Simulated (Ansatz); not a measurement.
# A series in volume per atom on Re

All results are calculated (Ansatz 0.2.0). Periodic Kohn-Sham DFT of a crystal at fixed atoms; pressure and stress are positive in compression; the energy is the free energy less that of spherical unpolarised free atoms; site moments are those in the method's own spheres, positive along +z.

Cell of the first row (space group Pm-3m, No. 221):
```
cell vectors (Å)
   2.5281     0.0000     0.0000
   0.0000     2.5281     0.0000
   0.0000     0.0000     2.5281
atoms (fractions of the cell vectors)
Re  0.00000  0.00000  0.00000
```

Settings of every row: method all-electron LAPW; functional PBE; relativity scalar; k mesh 12x12x12; filling fermi-dirac; smearing width 0.08 eV; basis error target 0.5 meV/atom; nucleus gaussian.

Atom start moment: 0 on all atoms.

Limits: no spin-orbit coupling on heavy atoms; the cell comes from a prototype or a list of computed structures and needn't be the stable phase.

```csv
row,volume per atom (Å³),pressure (GPa),energy less free atoms (eV/atom)
1,16.157,18.163,-10.0977
2,16.664,?,?
3,17.179,0.034,-10.1527
4,17.695,-7.148,-10.141
5,18.21,-13.256,-10.1079
```

Question: what pressure and energy less free atoms should row 2 give?

Worked fit of pressure. Take u = (V_r/V)^(2/3) − 1 with V_r = 17.437 Å³ an atom, which is twice the finite (Eulerian) strain; such expansions in the strain, on which the Birch-Murnaghan equation of state is built, carry the rest volume and the bulk modulus. The shown rows have u = 0.05214, 0.00999, -0.00974, -0.0285. Least squares give pressure = −3.7063 + 364.778 × u + 1047.78 × u² GPa; a straight line predicts inner rows, each left out in turn, worse (root mean square 1 against 0.024 GPa). The rows lie off it by 0.001, -0.008, 0.012, -0.005 (root mean square 0.0076 GPa). The pressure vanishes at u = 0.0099, or V = 17.18 Å³ an atom, and there the bulk modulus at fixed shape and fractions is B = −V dP/dV = (2/3)(1 + u) dP/du = 260 GPa. The withheld row has u = 0.03069, so the fit gives −3.7063 + 364.778 × (0.03069) + 1047.78 × (0.03069)² = 8.476 GPa.

The calculation gave 8.463 GPa. The fit lies 0.013 GPa (0.041 % of the column's range) above it; its largest miss of a shown row is 0.012 GPa.

Worked fit of energy less free atoms. Take u = (V_r/V)^(2/3) − 1 with V_r = 17.437 Å³ an atom, which is twice the finite (Eulerian) strain; such expansions in the strain, on which the Birch-Murnaghan equation of state is built, carry the rest volume and the bulk modulus. The shown rows have u = 0.05214, 0.00999, -0.00974, -0.0285. Least squares give energy less free atoms = −10.14976 − 0.5972 × u + 30.601 × u² eV/atom; a straight line predicts inner rows, each left out in turn, worse (root mean square 0.03 against 8.2e-05 eV/atom). All shown rows lie on it to the printed digit. Its lowest point lies at u = 0.0098, or V = 17.18 Å³ an atom, and the curvature there gives the bulk modulus at fixed shape and fractions, B = (4/9)(1 + u)² E″(u)/V = 259 GPa. The withheld row has u = 0.03069, so the fit gives −10.14976 − 0.5972 × (0.03069) + 30.601 × (0.03069)² = -10.1393 eV/atom.

The calculation gave -10.1394 eV/atom. The fit lies 0.0001 eV/atom (0.18 % of the column's range) above it, one unit of the last digit.
